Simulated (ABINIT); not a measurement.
The system is BAs.

```xyz
2
Lattice="0.0000 2.3885 2.3885 2.3885 0.0000 2.3885 2.3885 2.3885 0.0000" Properties=species:S:1:pos:R:3 pbc="T T T"
As    3.5827    3.5827    3.5827
B     0.0000    0.0000    0.0000
```

Base run:

| Item | Value |
| --- | --- |
| Program | ABINIT 10.8.3 (patched build) |
| Functional | LDA |
| Potentials or basis | JTH PAW LDA v2.0 |
| Cutoff | 408 eV |
| k mesh | 6 × 6 × 6 |
| Occupations | fermi-dirac, width 0.05 eV |
| Spin | no spin polarisation |

Its results: band gap on the k mesh 1.23 eV, indirect (least direct gap 3.25 eV); pressure -4.0 GPa.

Q: The run is repeated on the same cell with these changes: k mesh from 6 × 6 × 6 to 13 × 13 × 13. What comes out?

A: Band gap on the k mesh 1.14 eV, indirect (least direct gap 3.25 eV); pressure -4.1 GPa.

Caveats: an odd mesh through Γ misses points on the zone boundary, where band edges often lie (some runs).
